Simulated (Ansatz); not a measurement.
Runs of Ansatz 0.2.0 on B. The structure is cubic, space group Pm-3m (No. 221). Conventional cell: a = 1.885 Å, b = 1.885 Å, c = 1.885 Å, α = 90.00°, β = 90.00°, γ = 90.00°. B (site symmetry m-3m) has 6 B at 1.89 Å as nearest neighbours. The cell was built by a generator and needn't be a form met in nature.

```tsv
screening (1/Å)	gap on the mesh (eV)	pressure (GPa)
0.6	none	-3.0
0.15	none	-4.7
0.3	none	(b)
0.1	none	-4.8
0.2	none	(a)
0.4	none	-3.7
```

Alike in all rows: task single point; level HSE06 form with a typed share of exact exchange; potentials or basis Ansatz PAW; no spin polarisation; cell as given; k mesh 7 × 7 × 7; cutoff (eV) 420; smearing fermi-dirac 0.05 eV; the mesh is coarse, so values aren't converged.

Q: Fill in the values left out.

A: (a) -4.5; (b) -4.1.

Caveats: all runs use coarse meshes; the PAW data sets come from PBE, with cores solved anew for the run's functional, which leaves a small shift of forces and pressure; the thresholds are loose for stress.

A gap of «none» marks a metal or a gap under the smearing width.
